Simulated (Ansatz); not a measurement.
**Si: a relaxation**

Wanted: a converged relaxation for Si, and a check of what comes out. The structure is shown as the input types it.

Computed with Ansatz 0.2.0 (Kohn-Sham DFT, with the functional, basis and potentials that each input names (as first typed), unless a step's input says otherwise).

1 further run of the same task is left out (set aside as unsound or not needed).

**1. The structure to begin with**

It takes space group P6_3/mmc (No. 194, hexagonal). The conventional cell has a = 3.831 Å, b = 3.831 Å, c = 6.333 Å, α = 90.00°, β = 90.00°, γ = 120.00°. Si (site symmetry 3m) is surrounded by 4 Si at 2.35 to 2.37 Å.

Structure file:

```cif
data_structure
_symmetry_space_group_name_H-M 'P 1'
_symmetry_Int_Tables_number 1
_cell_length_a 3.8313
_cell_length_b 3.8313
_cell_length_c 6.3326
_cell_angle_alpha 90.000
_cell_angle_beta 90.000
_cell_angle_gamma 120.000
_cell_volume 80.50
loop_
_atom_site_label
_atom_site_type_symbol
_atom_site_fract_x
_atom_site_fract_y
_atom_site_fract_z
_atom_site_occupancy
Si1 Si 0.33333 0.66667 0.06301 1
Si2 Si 0.66667 0.33333 0.56301 1
Si3 Si 0.33333 0.66667 0.43699 1
Si4 Si 0.66667 0.33333 0.93699 1
```

**2. Input and run**

input.yaml reads:

```yaml
crystal:
  lattice:
    - [3.83131746053, 0.0, 0.0]
    - [-1.91565873027, 3.31801825078, 0.0]
    - [0.0, 0.0, 6.3326220002]
  atoms:
    - { symbol: Si, position: [0.333333333333, 0.666666666667, 0.0630095] }
    - { symbol: Si, position: [0.666666666667, 0.333333333333, 0.5630095] }
    - { symbol: Si, position: [0.333333333333, 0.666666666667, 0.4369905] }
    - { symbol: Si, position: [0.666666666667, 0.333333333333, 0.9369905] }
kpoints:
  mp_grid: { grid: [10, 10, 6] }
scf:
  occupations: { method: fixed }
  max_iter: 80
hamiltonian:
  xc: pbesol
  pseudopotentials: { kind: paw }
  hubbard: { sites: [{ species: Si, l: f, u_eff: 30.0 }] }
relax:
  f_tol: 0.002
  max_steps: 80
  cell: {}
output:
  forces: true
  stress: true
```

Command:

```sh
ansatz run input.yaml --threads 1 --pin off --max-ram 3072MiB --backend cpu --events-out ev --progress --plain --runs-dir out
```

Standard output:

```text
Error: inconsistent input (hamiltonian.hubbard.sites[].l, hamiltonian.hubbard.sites[].shell): the file of Si doesn't list 4f, and it can't be added: PBE doesn't bind the shell 4f of the free atom, whose level lies at +1.08 eV. Type an atom or ion with it (hamiltonian.pseudopotentials.projection_atoms), take another file or name another shell
```

Wall time 0.15 s (1 thread of Intel Xeon Platinum 8259CL at 2.50GHz (Skylake/Cascade Lake), shared host); peak memory 0.097 GiB.

**3. What went wrong**

The program refused the input before any cycle. The line that matters: «inconsistent input (hamiltonian.hubbard.sites[].l, hamiltonian.hubbard.sites[].shell): the file of Si doesn't list 4f, and it can't be added: PBE doesn't bind the shell 4f of the free atom, whose level lies at +1.08 eV ...»

The suspect setting: hamiltonian.hubbard.sites is [{species: Si, l: f, u_eff: 30.0}]. U was placed on a shell that is absent, full or empty, where it has nothing to correct.

Fix: delete hamiltonian.hubbard.sites.

**4. Second try**

Level of this run: DFT, PBEsol, PAW with Ansatz's default frozen-core files, scalar-relativistic; relaxation of cell and atoms.

Besides the cure, the input differs in scf.occupations, scf.max_iter.

input.yaml, as its differences from that of step 2:

```diff
@@ -13,4 +13,3 @@
 scf:
-  occupations: { method: fixed }
-  max_iter: 80
+  occupations: { method: fermi_dirac, width: 0.1 }
 hamiltonian:
@@ -18,3 +17,2 @@
   pseudopotentials: { kind: paw }
-  hubbard: { sites: [{ species: Si, l: f, u_eff: 30.0 }] }
 relax:
```

Command:

```sh
ansatz run input.yaml --threads 1 --pin off --max-ram 3072MiB --backend cpu --events-out ev --progress --plain --runs-dir out
```

Excerpt of the output:

```text
[...]
Basis set: ecut = 420 eV, 1581 PW (Γ), exchange–correlation on 54×54×90 points (8 copies of the dense FFT grid, shifted against one another)
[...]
k-points: 56 of 600
[...]
SCF iter   1: F=—  HF=-2485.932736 eV  |F-HF|=—  |Δ(HF+E_count)|=         —  Δρ=2.71e-3  dr2=7.23e-3  ethr=1.77e-3  ⟨swp⟩=6.0  Hψ=4692  notcnv=0
preconditioner: auto → none  [insulator: Δε(μ)=0.282 eV  Ē_g=7.799 eV  σ=0.100 eV  W_gap=0.57  n_scr=10 (ndim 8)  ℏωp=16.6 eV  f_vac=0.000  D(μ)=0.08/eV (n_scr^D=0)  ε∞_Penn≈5.5]
SCF iter   2: F=—  HF=-2485.931694 eV  |F-HF|=—  |Δ(HF+E_count)|=   1.04e-3  Δρ=1.03e-3  dr2=8.33e-4  ethr=4.52e-5  ⟨swp⟩=2.3  Hψ=1474  notcnv=0
[...]
relax step   1: F+E_penalty+E_count = -2485.93172183 eV  Δ(F+E_penalty+E_count) = +0.000e0 eV  max|allowed force component| = 3.864e-3 eV/Å  Δτ_max = 0.0000 Å  P = -0.444 GPa  Ω = 80.503 Å³  (6 SCF iters, dr2 threshold 1.00e-7 eV, accepted)
[...]
relax step   2: F+E_penalty+E_count = -2485.93228712 eV  Δ(F+E_penalty+E_count) = -5.653e-4 eV  max|allowed force component| = 2.348e-3 eV/Å  Δτ_max = 0.0001 Å  P = -0.097 GPa  Ω = 80.202 Å³  energy of the carried Pulay correction = +5.405e-5 eV  (3 SCF iters,
[...]
relax step   3: F+E_penalty+E_count = -2485.93232732 eV  Δ(F+E_penalty+E_count) = -4.020e-5 eV  max|allowed force component| = 3.814e-4 eV/Å  Δτ_max = 0.0001 Å  P = +0.001 GPa  Ω = 80.118 Å³  energy of the carried Pulay correction = +6.906e-5 eV  (3 SCF iters,
[...]
SCF iter   3: F=—  HF=-2485.932255 eV  |F-HF|=—  |Δ(HF+E_count)|=   3.04e-9  Δρ=2.78e-7  dr2=4.80e-11  ethr=1.19e-11  ⟨swp⟩=2.8  Hψ=1182  notcnv=0
SCF iter   4: F=-2485.932255 eV  HF=-2485.932255 eV  |F-HF|=0.00e0  |Δ(HF+E_count)|=  5.91e-12  Δρ=1.01e-7  dr2=4.18e-12  ethr=1.00e-12  ⟨swp⟩=4.0  Hψ=2217  notcnv=0
[...]
relax step   4: F+E_penalty+E_count = -2485.93225542 eV  Δ(F+E_penalty+E_count) = +7.191e-5 eV  max|allowed force component| = 3.868e-4 eV/Å  Δτ_max = 0.0000 Å  P = -0.000 GPa  Ω = 80.118 Å³  stress off target by 5.62e-3 GPa  SCF on the basis re-selected at th
[...]
SCF converged after 4 iterations
Free energy (F): -2485.932255 eV
[...]
E sigma→0 (E₀):  -2485.930554 eV
[...]
Fermi energy:    6.521854 eV
[...]
  P = ⅓ Tr σ = -0.0003 GPa (-0.003 kbar)
--- Relaxed structure (3 steps of the walk, 3 accepted, 1 SCFs on fresh bases) ---
[...]
```

Wall time 12 s (1 thread of Intel Xeon Platinum 8259CL at 2.50GHz (Skylake/Cascade Lake), shared host); peak memory 0.42 GiB.

**5. Results**

```
                           quantity                 value
                          first try               refused
                              cause  U on a missing shell
                         second try             converged
energy (zero set by the potentials)         -2485.9323 eV
                           pressure              0.00 GPa
                    gap on the mesh               0.29 eV
                      largest force            0.000 eV/Å
```

What this shows: The second try converges.
